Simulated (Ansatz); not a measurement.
Runs of Ansatz 0.2.0 on Mo. Symmetry: Im-3m, No. 229, cubic system. The conventional cell has a = 3.168 Å, b = 3.168 Å, c = 3.168 Å, α = 90.00°, β = 90.00°, γ = 90.00°. Around Mo (site symmetry m-3m) lie 8 Mo at 2.74 Å. 

```csv
level,spin,k mesh,cutoff (eV),mesh quality,gap on the mesh (eV),pressure (GPa)
PBEsol,off,12 × 12 × 12,420,not flagged,none,-9.6
LDA,off,7 × 7 × 7,420,coarse,none,(c)
r2SCAN,off,7 × 7 × 7,500,coarse,none,-3.7
BLYP,off,7 × 7 × 7,420,coarse,none,(b)
RPBE,off,7 × 7 × 7,420,coarse,none,2.4
revPBE,off,7 × 7 × 7,420,coarse,none,(a)
PBEsol,"SOC, no magnetisation",12 × 12 × 12,420,not flagged,none,-9.5
PBEsol,off,7 × 7 × 7,420,coarse,none,-8.8
```

Alike in all rows: task band structure; potentials or basis Ansatz PAW; cell as given; smearing fermi-dirac 0.05 eV.

Fill in the values left out.

(a) 1.4; (b) 8.6; (c) -13.4.

Caveats: some runs use coarse meshes; the PAW data sets come from PBE, with cores solved anew for the run's functional, which leaves a small shift of forces and pressure.

A k mesh can miss the band edges, and rows without SOC leave out spin-orbit coupling on Mo.

A gap of «none» marks a metal or a gap under the smearing width.

Runs at the PBE level aren't shown here.
